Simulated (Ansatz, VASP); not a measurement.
**One calculation of CdS, two programs**

```
Cd S
1.0
     0.00000    2.68441    2.68441
     2.68441    0.00000    2.68441
     2.68441    2.68441    0.00000
Cd S
1 1
Direct
  0.00000 0.00000 0.00000
  0.50000 0.50000 0.50000
```

Change from the starting cell: strain -0.025 along x and y, -0.025 along z, atoms carried along.

Alike in both runs: task single point; functional PBE; k mesh 10 × 10 × 10; occupations gaussian, width 0.03 eV; no spin polarisation.

|  | VASP | Ansatz |
| --- | --- | --- |
| version | VASP 6.6.1 | Ansatz 0.2.0 |
| potentials or method | VASP PAW PBE potentials, release 64 (Cd, S) | scalar-relativistic, plane waves, PAW |
| plane-wave cutoff (eV) | 520 | 420 |
| valence electrons in the cell | 18 | 26 |

Ansatz gave:

| Quantity | Value |
| --- | --- |
| gap on the k mesh at the Fermi level (eV) | 0.25 |
| least direct gap on the mesh (eV) | 2.08 |
| pressure (GPa) | 5.9 |

Problem. Estimate VASP's values.

Solution. gap on the k mesh at the Fermi level (eV): 0.24; least direct gap on the mesh (eV): 2.05; pressure (GPa): 6.4.

The two sets of potentials don't hold the same shells in valence.

A k mesh can miss the band edges.
